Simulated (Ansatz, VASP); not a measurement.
**TaN in VASP and in Ansatz**

File INCAR:

```
  ALGO = Normal
  EDIFF = 1E-8
  ENCUT = 520
  GGA = PE
  ISIF = 2
  ISMEAR = -1
  LASPH = T
  LCHARG = F
  LEFG = T
  LREAL = F
  LWAVE = F
  NBANDS = 15
  NELM = 100
  PREC = Accurate
  SIGMA = 0.02
```

KPOINTS

```
k-points
0
Gamma
  9 9 9
```

File POSCAR:

```
TaN
1.0
    0.0000000000      2.2076743409      2.2076743409
    2.2076743409      0.0000000000      2.2076743409
    2.2076743409      2.2076743409      0.0000000000
Ta N
1 1
Direct
    0.5000000000      0.5000000000      0.5000000000
    0.0000000000      0.0000000000      0.0000000000
```

Input for Ansatz:

```yaml
crystal:
  lattice:
    - [0.0, 2.2076743409, 2.2076743409]
    - [2.2076743409, 0.0, 2.2076743409]
    - [2.2076743409, 2.2076743409, 0.0]
  atoms:
    - { symbol: Ta, position: [0.5, 0.5, 0.5] }
    - { symbol: "N", position: [0.0, 0.0, 0.0] }
kpoints:
  mp_grid: { grid: [9, 9, 9] }
scf:
  occupations: { method: fermi_dirac, width: 0.02 }
hamiltonian:
  xc: pbe
  pseudopotentials: { kind: all_electron, datasets: crystal }
output:
  forces: true
  stress: true
  eigenvalues: true
  efg: { contact_densities: true }
```

Change from the starting cell: volume scaled by 1.04, crystal datasets.

Alike in both runs: task electric field gradients; functional PBE; k mesh 9 × 9 × 9; occupations fermi-dirac, width 0.02 eV; no spin polarisation.

```csv
,VASP,Ansatz
version,VASP 6.6.1,Ansatz 0.2.0
potentials or method,"VASP PAW PBE potentials, release 64 (Ta_pv, N)","all-electron PAW with datasets made for the crystal, scalar-relativistic"
plane-wave cutoff (eV),520,see its input
```

Ansatz gave:

| Property | Result |
| --- | --- |
| pressure (GPa) | 0.4 |
| Vzz of the field gradient on the site that differs most (V/Å²) | 0.0 |

**Question.** What did VASP give for the same quantities?

**Answer.** Pressure (GPa): 1.1; Vzz of the field gradient on the site that differs most (V/Å²): 0.0.

Ansatz ran all-electron here, so the differences hold the error of VASP's frozen core and of both bases. Ansatz warned: «gradients_without_spin_orbit».

Spin-orbit coupling is left out, which matters for the levels of Ta.
